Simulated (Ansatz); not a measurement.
InSe, 8 atoms in the cell. The structure is hexagonal, space group P-6m2 (No. 187). The conventional cell has a = 4.047 Å, b = 4.047 Å, c = 18.052 Å, α = 90.00°, β = 90.00°, γ = 120.00°. In (site symmetry 3m) is surrounded by 3 Se at 2.65 Å and 1 In at 2.79 Å. In (site symmetry 3m) has 3 Se at 2.65 Å and 1 In at 2.79 Å as nearest neighbours. Se (site symmetry 3m) is surrounded by 3 In at 2.65 Å. Se (site symmetry 3m) has 3 In at 2.65 Å as nearest neighbours. Measurements of this composition are mostly on another form, of space group No. 160.

| Quantity | Value |
| --- | --- |
| Program | Ansatz 0.2.0 |
| Task | relaxation of cell and atoms |
| Functional | RPBE |
| Dispersion | D3(BJ) |
| Potentials or basis | Ansatz PAW |
| Cutoff | 420 eV (not typed: the program's choice for these potentials) |
| k mesh | 8 × 8 × 2 |
| Occupations | fermi-dirac, width 0.05 eV |
| Spin | no spin polarisation |

Potentials or basis: Ansatz PAW.

Command:

```bash
$ ansatz run input.yaml --threads 4 --pin off --max-ram 11264MiB --backend cpu --events-out ev --progress --plain --runs-dir out
```

Hardware: 4 threads of Arm Neoverse V1, on a shared host.

Estimate the wall time of this run.

It took 110 s on 4 threads of Arm Neoverse V1, on a shared host, peak memory 0.9 GiB. Counts: scf iterations 74, plane waves 3701, k points 20, bands 70, ion steps 9.
